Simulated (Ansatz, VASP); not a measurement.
## Two plane-wave programs on AlNi

Contents of INCAR:

```
PREC     = Accurate       # precision mode
ENCUT    = 520            # plane-wave cutoff, eV
EDIFF    = 1E-6           # SCF threshold, eV
ISMEAR   = 0              # smearing method
SIGMA    = 0.15           # smearing width, eV
LREAL    = F              # projectors in reciprocal space
LASPH    = T              # aspherical terms in the spheres
NELM     = 100            # most SCF steps
ALGO     = Fast           # electronic algorithm
ISIF     = 2              # what is computed and relaxed
LWAVE    = F              # write WAVECAR
LCHARG   = F              # write CHGCAR
GGA      = PE             # functional
NBANDS   = 14             # bands
```

KPOINTS

```
Automatic mesh
0
Gamma
  16 16 16
```

Contents of POSCAR:

```
AlNi
1.0
    2.9962400000      0.0000000000      0.0000000000
    0.0000000000      2.9962400000      0.0000000000
    0.0000000000      0.0000000000      3.1114800000
Al Ni
1 1
Direct
    0.0000000000      0.0000000000      0.0000000000
    0.5000000000      0.5000000000      0.5000000000
```

Input for Ansatz:

```yaml
crystal:
  lattice:
    - [2.99624, 0.0, 0.0]
    - [0.0, 2.99624, 0.0]
    - [0.0, 0.0, 3.11148]
  atoms:
    - { symbol: Al, position: [0.0, 0.0, 0.0] }
    - { symbol: Ni, position: [0.5, 0.5, 0.5] }
basis:
  ecutwfc: 420
kpoints:
  mp_grid: { grid: [16, 16, 16] }
hamiltonian:
  xc: pbe
scf:
  occupations: { method: gaussian, width: 0.15 }
output:
  forces: true
  stress: true
  eigenvalues: true
```

Change from the starting cell: strain +0.040 along x and y, +0.080 along z, atoms carried along.

Alike in both runs: task single point; functional PBE; k mesh 16 × 16 × 16; occupations gaussian, width 0.15 eV; no spin polarisation.

|  | VASP | Ansatz |
| --- | --- | --- |
| version | VASP 6.6.1 | Ansatz 0.2.0 |
| potentials or method | VASP PAW PBE potentials, release 64 (Al, Ni) | scalar-relativistic, plane waves, PAW |
| plane-wave cutoff (eV) | 520 | 420 |
| valence electrons in the cell | 13 | 21 |

```tsv
	VASP	Ansatz	Ansatz less VASP
gap on the k mesh at the Fermi level (eV)	none	none	-
pressure (GPa)	-16.5	-16.6	-0.10
largest component of the traceless stress (GPa)	1.01	0.98	-0.031
```

A gap of «none» marks a metal or a gap that the smearing closes. The two sets of potentials don't hold the same shells in valence.

Caveats: so large a pressure means that the cell lies far from this level's equilibrium, or that cutoff or potentials fall short (VASP). Spin polarisation is off, so any magnetic state and its effect on volume and gap are missing.
